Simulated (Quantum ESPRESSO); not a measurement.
## Ni: changing the choice of potentials or basis

The cell as given:

```cif
data_structure
_symmetry_space_group_name_H-M 'Im-3m'
_symmetry_Int_Tables_number 229
_cell_length_a 2.7674
_cell_length_b 2.7674
_cell_length_c 2.7674
_cell_angle_alpha 90.000
_cell_angle_beta 90.000
_cell_angle_gamma 90.000
_cell_volume 21.19
loop_
_atom_site_label
_atom_site_type_symbol
_atom_site_symmetry_multiplicity
_atom_site_Wyckoff_symbol
_atom_site_fract_x
_atom_site_fract_y
_atom_site_fract_z
_atom_site_occupancy
Ni1 Ni 2 a 0.00000 0.00000 0.00000 1
```

This isn't the form of Ni at room conditions, which is fcc.

Kept alike: task relaxation of cell and atoms; functional PBEsol; k mesh 13 × 13 × 13; occupations fermi-dirac, width 0.05 eV; collinear spin, ferromagnetic start. Program: Quantum ESPRESSO. Cutoffs run from 612 to 1415 eV. The mesh is that of the run's cell of 1 atom. No spin-orbit coupling.

| choice of potentials or basis | volume (Å³/atom) |
| --- | --- |
| GBRV 1.5 PBEsol | 10.481 |
| PseudoDojo 0.4 SR PBEsol stringent | 10.487 |
| PseudoDojo 0.4.1 SR PBEsol standard | 10.486 |

The relaxations keep at least the cell's symmetry (Im-3m). For a metal such a mesh leaves the last digits unconverged. Relaxations stop with a little pressure left, so the last digits of a volume or edge aren't settled. The runs hold the magnetic state that their start led to, which needn't be the lowest.

Question: What does the choice of potentials or basis change here?

Answer: The volume runs from 10.481 (GBRV 1.5 PBEsol) to 10.487 Å³/atom (PseudoDojo 0.4 SR PBEsol stringent).
